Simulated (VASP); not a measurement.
# Si in VASP: how settings move the LDA single point, part 2 of 2

VASP 6.6.1, plane waves, PAW; reference level LDA.

## Step 5: Try 3

Input file INCAR:

```
ENCUT = 520.000000
SIGMA = 0.010000
GGA = CA
PREC = Accurate
IBRION = -1
ISIF = 2
ISMEAR = 0
NBANDS = 11
NSW = 0
LASPH = .TRUE.
LCHARG = .FALSE.
LWAVE = .FALSE.
LREAL = .FALSE.
EDIFF = 1e-08
ISPIN = 2
MAGMOM = 0.5 0.5
NELM = 81
```

Input file KPOINTS:

```
KPOINTS created by Atomic Simulation Environment
0
Gamma
8 8 8
0 0 0
```

Input file POSCAR:

```
Si
 1.0000000000000000
     0.0000000000000000    2.7221188960354810    2.7221188960354810
     2.7221188960354810   -0.0000000000000000    2.7221188960354810
     2.7221188960354810    2.7221188960354810   -0.0000000000000000
 Si
   2
Cartesian
 -0.0000000000000000  0.0000000000000000 -0.0000000000000000
  1.3610594480177407  1.3610594480177407  1.3610594480177407
```

Run with:

```
mpirun -np 1 vasp_std
```

Standard output, without the iteration lines:

```text
POSCAR found type information on POSCAR Si
 POSCAR found :  1 types and       2 ions
 LDA part: xc-table for (Slater(with rela. corr.)+CA(PZ))
 , standard interpolation
 POSCAR, INCAR and KPOINTS ok, starting setup
 FFT: planning ... GRIDC
 FFT: planning ... GRID_SOFT
 FFT: planning ... GRID
 WAVECAR not read
 entering main loop
```

OSZICAR:

```text
N       E                     dE             d eps       ncg     rms          rms(c)
DAV:   1     0.522252975756E+01    0.52225E+01   -0.30205E+03  1276   0.524E+02
DAV:   2    -0.114631415917E+02   -0.16686E+02   -0.15888E+02  1745   0.836E+01
DAV:   3    -0.120471940673E+02   -0.58405E+00   -0.58200E+00  1645   0.129E+01
DAV:   4    -0.120519944238E+02   -0.48004E-02   -0.47996E-02  1547   0.145E+00
DAV:   5    -0.120520400053E+02   -0.45582E-04   -0.45580E-04  1580   0.127E-01    0.528E+00
DAV:   6    -0.119820153150E+02    0.70025E-01   -0.10482E-01  1457   0.129E+00    0.302E+00
DAV:   7    -0.118912108364E+02    0.90804E-01   -0.12558E-01  1458   0.147E+00    0.119E+00
DAV:   8    -0.119097222589E+02   -0.18511E-01   -0.84638E-03  1575   0.515E-01    0.339E-01
DAV:   9    -0.119095599652E+02    0.16229E-03   -0.39163E-04  1423   0.119E-01    0.126E-01
DAV:  10    -0.119095446863E+02    0.15279E-04   -0.34385E-04  1446   0.773E-02    0.400E-02
DAV:  11    -0.119095516949E+02   -0.70086E-05   -0.16286E-05  1463   0.258E-02    0.291E-02
DAV:  12    -0.119095544832E+02   -0.27884E-05   -0.21392E-06  1518   0.856E-03    0.859E-03
DAV:  13    -0.119095549295E+02   -0.44625E-06   -0.47936E-07  1443   0.337E-03    0.178E-03
DAV:  14    -0.119095549517E+02   -0.22215E-07   -0.24599E-08  1540   0.888E-04    0.367E-04
DAV:  15    -0.119095549525E+02   -0.82093E-09   -0.70379E-10   836   0.146E-04
   1 F= -.11909555E+02 E0= -.11909555E+02  d E =-.668767E-54  mag=     0.0000
```

Parts of OUTCAR:

```text
k-points           NKPTS =     29   k-points in BZ     NKDIM =     29   number of bands    NBANDS=     11

   NELECT =       8.0000    total number of electrons

   dimension x,y,z NGX =    30 NGY =   30 NGZ =   30
   dimension x,y,z NGXF=    60 NGYF=   60 NGZF=   60

  energy-cutoff  :      520.00
  volume of cell :       40.34
      direct lattice vectors                 reciprocal lattice vectors
     0.000000000  2.722118896  2.722118896    -0.183680441  0.183680441  0.183680441
     2.722118896  0.000000000  2.722118896     0.183680441 -0.183680441  0.183680441
     2.722118896  2.722118896  0.000000000     0.183680441  0.183680441 -0.183680441

 k-points in reciprocal lattice and weights: KPOINTS created by Atomic Simulation Env
   0.00000000  0.00000000  0.00000000       0.002
   0.12500000  0.00000000  0.00000000       0.016
   0.25000000  0.00000000  0.00000000       0.016
   0.37500000  0.00000000  0.00000000       0.016
   0.50000000  0.00000000  0.00000000       0.008
   0.12500000  0.12500000  0.00000000       0.012
   0.25000000  0.12500000  0.00000000       0.047
   0.37500000  0.12500000  0.00000000       0.047
[... 21 more k-points ...]

 E-fermi :   5.8025

 k-point     1 :       0.0000    0.0000    0.0000
  band No.  band energies     occupation
      1      -6.2114      1.00000
      2       5.6955      1.00000
      3       5.6955      1.00000
      4       5.6955      1.00000
      5       8.2156      0.00000
      6       8.2156      0.00000
      7       8.2156      0.00000
      8       8.8193      0.00000
      9      13.3400      0.00000
     10      13.4182      0.00000
     11      13.4182      0.00000

 k-point     2 :       0.1250    0.0000    0.0000
  band No.  band energies     occupation
      1      -6.0085      1.00000
      2       4.0853      1.00000
      3       5.4081      1.00000
      4       5.4081      1.00000
      5       8.0942      0.00000
      6       8.6365      0.00000
      7       8.6365      0.00000
      8      10.2116      0.00000
      9      12.9160      0.00000
     10      12.9160      0.00000
     11      14.1425      0.00000

 k-point     3 :       0.2500    0.0000    0.0000
  band No.  band energies     occupation
      1      -5.4164      1.00000
      2       1.7659      1.00000
      3       4.9412      1.00000
      4       4.9412      1.00000
      5       7.5966      0.00000
      6       9.1511      0.00000
      7       9.1511      0.00000
      8      12.3991      0.00000
      9      12.8536      0.00000
     10      12.8536      0.00000
     11      14.4411      0.00000

 k-point     4 :       0.3750    0.0000    0.0000
  band No.  band energies     occupation
      1      -4.5274      1.00000
      2      -0.2429      1.00000
      3       4.6174      1.00000
      4       4.6174      1.00000
      5       7.2265      0.00000
      6       9.0991      0.00000
      7       9.0991      0.00000
      8      13.3555      0.00000
      9      14.2181      0.00000
     10      14.2181      0.00000
     11      15.1166      0.00000

[... the tables of k-points 5 to 29 left out ...]

  Total       -0.5300654     -0.5300654     -0.5300654     -0.0000000      0.0000000     -0.0000000
  in kB      -21.0517772    -21.0517772    -21.0517772     -0.0000000      0.0000000     -0.0000000
  external PRESSURE =     -21.0517772 kB  Pullay stress =       0.0000000 kB

 POSITION                                       TOTAL-FORCE (eV/Angst)
 -----------------------------------------------------------------------------------
      0.00000      0.00000      0.00000        -0.000000     -0.000000     -0.000000
      1.36106      1.36106      1.36106         0.000000      0.000000      0.000000
 -----------------------------------------------------------------------------------
    total drift:                               -0.000000     -0.000000     -0.000000

  FREE ENERGIE OF THE ION-ELECTRON SYSTEM (eV)
  ---------------------------------------------------
  free  energy   TOTEN  =       -11.9095549525 eV

  energy  without entropy=      -11.9095549525  energy(sigma->0) =      -11.90955495
```

It took 12 s on 1 MPI rank of Intel Xeon 6975P-C, shared host; peak memory 0.15 GiB.

Changed: EDIFF = 1e-08, ISPIN = 2, MAGMOM = 0.5 0.5, NELM = 81. VASP runs to the end. Against the reference the energy moves by less than 0.1 meV/atom. The run starts with moments and ends with 0.00 μB a cell: no net moment is left.

## Step 6: Side by side

The summary covers parts 1 to 2.

| run | changed | ending | energy change (meV/atom) | pressure (GPa) | gap on the mesh (eV; negative: overlap) | electronic steps | time | usable |
| --- | --- | --- | --- | --- | --- | --- | --- | --- |
| ref. | – | converged | 0 | -2.1 | 0.53 | 12 | 5.7 s | yes |
| 1 | ALGO = Fast, NBANDS = 8 | converged | 0.0 | -2.1 | 0.53 | 15 | 5.2 s | yes |
| 2 | NELECT = 8.1, ALGO = Damped, TIME = 0.2 | converged | – | 1.3 | – | 28 | 8.4 s | no |
| 3 | EDIFF = 1e-08, ISPIN = 2, MAGMOM = 0.5 0.5, NELM = 81 | converged | 0.0 | -2.1 | – | 15 | 12 s | yes |

Of 3 altered inputs, 1 ended normally on a faulty or unsound input, 2 gave usable results.
